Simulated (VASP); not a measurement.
# Bi (Im-3m) in VASP: further runs

The runs below take Bi through single point, relaxation of cell and atoms, with PBEsol+D3(BJ).

All numbers are computed with VASP 6.6.1; they aren't measurements. Logs are shortened: lines on timing, memory, paths and dates and some standing lists are left out, and cuts for length are marked.

## (1) The crystal as given

It takes space group Im-3m (No. 229, cubic). Conventional cell: a = 3.709 Å, b = 3.709 Å, c = 3.709 Å, α = 90.00°, β = 90.00°, γ = 90.00°. Bi (site symmetry m-3m) has 8 Bi at 3.21 Å as nearest neighbours.

This isn't the form of Bi at room conditions, which is rhombohedral.

## (2) Single point, PBEsol+D3(BJ)

The input, INCAR:

```
PREC     = Accurate       # precision mode
ENCUT    = 520            # plane-wave cutoff, eV
EDIFF    = 1E-6           # SCF threshold, eV
ISMEAR   = 0              # smearing method
SIGMA    = 0.1            # smearing width, eV
LREAL    = F              # projectors in reciprocal space
LASPH    = T              # aspherical terms in the spheres
NELM     = 100            # most SCF steps
ALGO     = Normal         # electronic algorithm
ISIF     = 2              # what is computed and relaxed
LWAVE    = F              # write WAVECAR
LCHARG   = F              # write CHGCAR
GGA      = PS             # functional
IVDW     = 12             # dispersion correction
NBANDS   = 14             # bands
```

The input, KPOINTS:

```
regular mesh
0
Gamma
  16 16 16
```

The input, POSCAR:

```
Bi
1.0
   -1.8545188196      1.8545188196      1.8545188196
    1.8545188196     -1.8545188196      1.8545188196
    1.8545188196      1.8545188196     -1.8545188196
Bi
1
Direct
    0.0000000000      0.0000000000      0.0000000000
```

Potentials or basis: VASP PAW PBE potentials, release 64 (Bi_d).

On the command line:

```
$ cat potpaw_PBE.64/Bi_d/POTCAR > POTCAR
$ mpirun -np 1 vasp_std > vasp.out
```

OUTCAR:

```text
PREC = Accurate
   ENCUT = 520
   EDIFF = 1E-6
   ISMEAR = 0
   LREAL = F
   LASPH = T
   NELM = 100
   ISIF = 2
   GGA = PS
   IVDW = 12
 IVDW          = 12

 ion  position               nearest neighbor table
   1  0.000  0.000  0.000-

  LATTYP: Found a body centered cubic cell.
 ALAT       =     3.7090376392

  Lattice vectors:

 A1 = (  -1.8545188196,   1.8545188196,   1.8545188196)
 A2 = (   1.8545188196,  -1.8545188196,   1.8545188196)
 A3 = (   1.8545188196,   1.8545188196,  -1.8545188196)

Analysis of symmetry for initial positions (statically):
=====================================================================
 Subroutine PRICEL returns:
 Original cell was already a primitive cell.

 Routine SETGRP: Setting up the symmetry group for a
 body centered cubic supercell.

 Subroutine GETGRP returns: Found 48 space group operations
 (whereof 48 operations were pure point group operations)
 out of a pool of 48 trial point group operations.

The static configuration has the point symmetry O_h .

Analysis of symmetry for dynamics (positions and initial velocities):
=====================================================================
 Subroutine PRICEL returns:
 Original cell was already a primitive cell.

 Routine SETGRP: Setting up the symmetry group for a
 body centered cubic supercell.

 Subroutine GETGRP returns: Found 48 space group operations
 (whereof 48 operations were pure point group operations)
 out of a pool of 48 trial point group operations.

The dynamic configuration has the point symmetry O_h .

 Subroutine INISYM returns: Found 48 space group operations
 (whereof 48 operations are pure point group operations),
 and found     1 'primitive' translations

----------------------------------------------------------------------------------------

                                     Primitive cell

  volume of cell :      25.5125

  direct lattice vectors                    reciprocal lattice vectors
    -1.854518820  1.854518820  1.854518820     0.000000000  0.269611715  0.269611715
     1.854518820 -1.854518820  1.854518820     0.269611715  0.000000000  0.269611715
     1.854518820  1.854518820 -1.854518820     0.269611715  0.269611715  0.000000000

  length of vectors
     3.212120819  3.212120819  3.212120819     0.381288544  0.381288544  0.381288544

  position of ions in fractional coordinates (direct lattice)
     0.000000000  0.000000000  0.000000000

  ion indices of the primitive-cell ions
   primitive index   ion index
                 1           1

----------------------------------------------------------------------------------------

 KPOINTS: regular mesh

Automatic generation of k-mesh.
 Grid dimensions read from file:
 generate k-points for:   16   16   16

 Generating k-lattice:

  Cartesian coordinates                     Fractional coordinates (reciprocal lattice)
     0.000000000  0.016850732  0.016850732     0.062500000  0.000000000  0.000000000
     0.016850732  0.000000000  0.016850732     0.000000000  0.062500000  0.000000000
     0.016850732  0.016850732  0.000000000     0.000000000  0.000000000  0.062500000

  Length of vectors
     0.023830534  0.023830534  0.023830534

  Shift w.r.t. Gamma in fractional coordinates (k-lattice)
     0.000000000  0.000000000  0.000000000

 Subroutine IBZKPT returns following result:
 ===========================================

 Found    145 irreducible k-points:

 Following reciprocal coordinates:
            Coordinates               Weight
  0.000000  0.000000  0.000000      1.000000
  0.062500  0.000000  0.000000     12.000000
  0.125000  0.000000  0.000000     12.000000
  0.187500  0.000000  0.000000     12.000000
  0.250000  0.000000  0.000000     12.000000
  0.312500  0.000000  0.000000     12.000000
[... 16 lines left out ...]
  0.187500  0.187500  0.000000     24.000000
  0.250000  0.187500  0.000000     48.000000
 [... further k-points ...]
   k-points           NKPTS =    145   k-points in BZ     NKDIM =    145   number of bands    NBANDS=     14
   number of dos      NEDOS =    301   number of ions     NIONS =      1
   total plane-waves  NPLWV =  13824
   dimension x,y,z NGX =    24 NGY =   24 NGZ =   24
   dimension x,y,z NGXF=    48 NGYF=   48 NGZF=   48
   ions per type =               1
   NGX,Y,Z   is equivalent  to a cutoff of  12.42, 12.42, 12.42 a.u.
   NGXF,Y,Z  is equivalent  to a cutoff of  24.84, 24.84, 24.84 a.u.
 SYSTEM =  unknown system
   PREC   = accura    normal or accurate (medium, high low for compatibility)
   ISTART =      0    job   : 0-new  1-cont  2-samecut
   ICHARG =      2    charge: 1-file 2-atom 10-const
   ISPIN  =      1    spin polarized calculation?
   LNONCOLLINEAR =      F non collinear calculations
   LSORBIT =      F    spin-orbit coupling
   LASPH  =      T    aspherical Exc in radial PAW
   ENCUT  =  520.0 eV  38.22 Ry    6.18 a.u.   5.97  5.97  5.97*2*pi/ulx,y,z
   NELM   =    100;   NELMIN=  2; NELMDL= -5     # of ELM steps
   EDIFF  = 0.1E-05   stopping-criterion for ELM
   LREAL  =      F    real-space projection
   EDIFFG = 0.1E-04   stopping-criterion for IOM
   NSW    =      0    number of steps for IOM
   IBRION =     -1    ionic relax: 0-MD 1-quasi-New 2-CG
   NFREE  =      0    steps in history (QN), initial steepest desc. (CG)
   ISIF   =      2    stress and relaxation
   ISYM   =      2    0-nonsym 1-usesym 2-fastsym
   POTIM  = 0.5000    time-step for ionic-motion
   TEBEG  =    0.0;   TEEND  =   0.0 temperature during run
   PSTRESS=    0.0 pullay stress
   NELECT =      15.0000    total number of electrons
   NUPDOWN=      -1.0000    fix difference up-down
   EMIN   =  10.00;   EMAX   =-10.00  energy-range for DOS
   EFERMI =   0.00;   METHOD = LEGACY
   ISMEAR =     0;   SIGMA  =   0.10  broadening in eV -4-tet -1-fermi 0-gaus
   EFERMI_NEDOS =   21; number of points for ismear=-14 and -15
   IALGO  =     38    algorithm
   IMIX   =      4    mixing-type and parameters
     AMIX     =   0.40;   BMIX     =  1.00
     AMIX_MAG =   1.60;   BMIX_MAG =  1.00
  volume/ion in A,a.u.               =      25.51       172.17
  Fermi-wavevector in a.u.,A,eV,Ry     =   1.371473  2.591709 25.591727  1.880939
  Thomas-Fermi vector in A             =   2.497167
   LORBIT       =      0    0 simple, 1 ext, 2 COOP (PROOUT), +10 PAW based schemes
   GGA     = PS    functional components
   LHFCALC =     F    Hartree Fock is set to
   AEXX    =    0.0000 exact exchange contribution
   IVDW    =    12    specifies the selected vdW correction
   LEPSILON=     F    determine dielectric tensor
   LRPA    =     F    only Hartree local field effects (RPA)
 non-spin polarized calculation
 Gauss-broadening in eV      SIGMA  =   0.10
  energy-cutoff  :      520.00
  volume of cell :       25.51
 maximum number of plane-waves:       703
   NGX = 11   NGY = 11   NGZ = 11

 number of electron      14.9999994 magnetization

 Free energy of the ion-electron system (eV)
  ---------------------------------------------------
  ext. energy  EPLUGINS =         0.00000000
  ---------------------------------------------------
  free energy    TOTEN  =        -4.05017209 eV

  energy without entropy =       -4.04737886  energy(sigma->0) =       -4.04877548

 E-fermi :  10.4140     XC(G=0): -11.4222

 val. band max:       10.4012419175   @ k =  -0.2500   0.3750   0.1250
 cond. band min:      10.4180682114   @ k =   0.3125   0.1250   0.0625
 fundamental gap:      0.0168262939
 Fermi energy:        10.4140095031

 k-point     1 :       0.0000    0.0000    0.0000
  band No.  band energies     occupation
      1     -12.7085      2.00000
      2     -12.7085      2.00000
      3     -12.7085      2.00000
      4     -12.4633      2.00000
      5     -12.4633      2.00000
      6      -4.6472      2.00000
      7      17.1832      0.00000
      8      17.1832      0.00000
      9      17.1832      0.00000
     10      20.9148      0.00000
     11      20.9148      0.00000
     12      20.9148      0.00000
     13      22.4786      0.00000
     14      23.5748      0.00000

 k-point     2 :       0.0625    0.0000    0.0000
  band No.  band energies     occupation
      1     -12.7116      2.00000
      2     -12.7040      2.00000
      3     -12.6938      2.00000
      4     -12.4670      2.00000
      5     -12.4638      2.00000
      6      -4.5573      2.00000
      7      16.2260      0.00000
      8      16.8612      0.00000
      9      17.0624      0.00000
     10      20.3398      0.00000
     11      20.6934      0.00000
     12      20.8309      0.00000
     13      23.0034      0.00000
     14      23.9354      0.00000

 k-point     3 :       0.1250    0.0000    0.0000
  band No.  band energies     occupation
      1     -12.7206      2.00000
      2     -12.6922      2.00000
      3     -12.6519      2.00000
      4     -12.4766      2.00000
      5     -12.4649      2.00000
      6      -4.2880      2.00000
      7      14.2415      0.00000
      8      16.0892      0.00000
      9      16.7090      0.00000
     10      19.5008      0.00000
     11      20.2371      0.00000
     12      20.8020      0.00000
     13      23.5027      0.00000
     14      24.8067      0.00000
[... 324 lines left out ...]
 k-point    23 :       0.1875    0.1875    0.0000
  band No.  band energies     occupation
      1     -12.7354      2.00000
      2     -12.6593      2.00000
      3     -12.5064      2.00000
      4     -12.4830      2.00000
      5     -12.4396      2.00000
      6      -2.2804      2.00000
      7       8.4340      2.00000
      8      11.2406      0.00000
      9      14.3406      0.00000
     10      19.5970      0.00000
     11      20.0970      0.00000
     12      22.9388      0.00000
     13      24.6262      0.00000
     14      26.1071      0.00000

 k-point    24 :       0.2500    0.1875    0.0000
  band No.  band energies     occupation
      1     -12.7410      2.00000
      2     -12.6448      2.00000
      3     -12.5019      2.00000
      4     -12.4878      2.00000
      5     -12.4024      2.00000
      6      -1.4846      2.00000
      7       7.0812      2.00000
      8      10.1844      1.99883
      9      13.8982      0.00000
     10      19.4243      0.00000
     11      20.6422      0.00000
     12      23.2198      0.00000
     13      25.6269      0.00000
     14      25.8317      0.00000

 [... further k-points ...]

------------------------ aborting loop because EDIFF is reached ----------------------------------------

 Edisp (eV)   -0.64464

 E8    (eV) :    -0.4618

  FORCE on cell =-STRESS in cart. coord.  units (eV):
  Direction    XX          YY          ZZ          XY          YZ          ZX
  --------------------------------------------------------------------------------------
  -------------------------------------------------------------------------------------
  Total       1.59486     1.59486     1.59486    -0.00000    -0.00000     0.00000
  in kB     100.15629   100.15629   100.15629    -0.00000    -0.00000     0.00000
  external pressure =      100.16 kB  Pullay stress =        0.00 kB

 VOLUME and BASIS-vectors are now :
 -----------------------------------------------------------------------------
  energy-cutoff  :      520.00
  volume of cell :       25.51
      direct lattice vectors                 reciprocal lattice vectors
    -1.854518820  1.854518820  1.854518820     0.000000000  0.269611715  0.269611715
     1.854518820 -1.854518820  1.854518820     0.269611715  0.000000000  0.269611715
     1.854518820  1.854518820 -1.854518820     0.269611715  0.269611715  0.000000000

 POSITION                                       TOTAL-FORCE (eV/Angst)
 -----------------------------------------------------------------------------------
      0.00000      0.00000      0.00000         0.000000      0.000000      0.000000
 -----------------------------------------------------------------------------------
    total drift:                               -0.000000      0.000000      0.000000

  FREE ENERGIE OF THE ION-ELECTRON SYSTEM (eV)
  ---------------------------------------------------
  free  energy   TOTEN  =        -4.6948116133 eV

  energy  without entropy=       -4.6920183811  energy(sigma->0) =       -4.69341500
```

It took 10 s on 1 thread of Intel Xeon 6975P-C (Granite Rapids), shared host; peak memory 0.17 GiB.

Results:

| Item | Value |
| --- | --- |
| Free energy | -4.6948 eV |
| Pressure | 10.0 GPa |
| Band gap on the k mesh | none (metal or under the smearing width) |
| Dispersion energy per atom | -0.645 eV |

Caveat: the PAW data sets were made with another functional, which shifts forces and pressure a little; spin-orbit coupling is left out, which moves the levels of the heavy elements; pairwise dispersion overbinds metals, which lowers pressure and volume.

## (3) Relaxation of cell and atoms, PBEsol+D3(BJ), target pressure 10.1 GPa, at which the enthalpy is minimised

The input, INCAR:

```
PREC = Accurate
ENCUT = 600
EDIFF = 1E-6
ISMEAR = 0
SIGMA = 0.1
LREAL = False
LASPH = True
NELM = 100
ALGO = Fast
ISIF = 3
LWAVE = False
LCHARG = False
GGA = PS
IVDW = 12
IBRION = 2
NSW = 100
EDIFFG = -0.002
PSTRESS = 101.0
```

KPOINTS is that of step 2.

POSCAR is that of step 2.

Potentials or basis: VASP PAW PBE potentials, release 64 (Bi_d).

On the command line:

```
$ cat potpaw_PBE.64/Bi_d/POTCAR > POTCAR
$ mpirun -np 1 vasp_std > vasp.out
```

Wall time 51 s (1 thread of Intel Xeon 6975P-C (Granite Rapids), shared host); peak memory 0.21 GiB.

It converged, with:

```
Free energy                                            : -4.6951 eV
Energy change on relaxing (the enthalpy is what falls) : -0.0 meV/atom
Ionic steps                                            : 9
Pressure after relaxing                                : 10.1 GPa
Band gap on the k mesh                                 : none (metal or under the smearing width)
Dispersion energy per atom                             : -0.645 eV
```

Final structure:
```cif
data_structure
_symmetry_space_group_name_H-M 'P 1'
_symmetry_Int_Tables_number 1
_cell_length_a 3.2121
_cell_length_b 3.2121
_cell_length_c 3.2121
_cell_angle_alpha 109.471
_cell_angle_beta 109.471
_cell_angle_gamma 109.471
_cell_volume 25.51
loop_
_atom_site_label
_atom_site_type_symbol
_atom_site_fract_x
_atom_site_fract_y
_atom_site_fract_z
_atom_site_occupancy
Bi1 Bi 0.00000 0.00000 0.00000 1
```

Levels at points of the mesh, in eV from the Fermi level:
| k point | band 5 | band 6 | band 7 | band 8 | band 9 | band 10 |
| --- | --- | --- | --- | --- | --- | --- |
| (0.00, 0.00, 0.00) | -22.88 | -15.06 | 6.77 | 6.77 | 6.77 | 10.50 |
| (0.50, 0.00, 0.00) | -22.72 | -10.74 | -6.31 | 2.03 | 4.00 | 6.84 |
| (0.50, 0.50, 0.50) | -22.76 | -7.59 | -2.25 | -2.25 | -2.25 | 3.40 |

Caveat: the cell is relaxed towards a set pressure, so the enthalpy falls and the energy may rise; the PAW data sets were made with another functional, which shifts forces and pressure a little; spin-orbit coupling is left out, which moves the levels of the heavy elements; pairwise dispersion overbinds metals, which lowers pressure and volume.
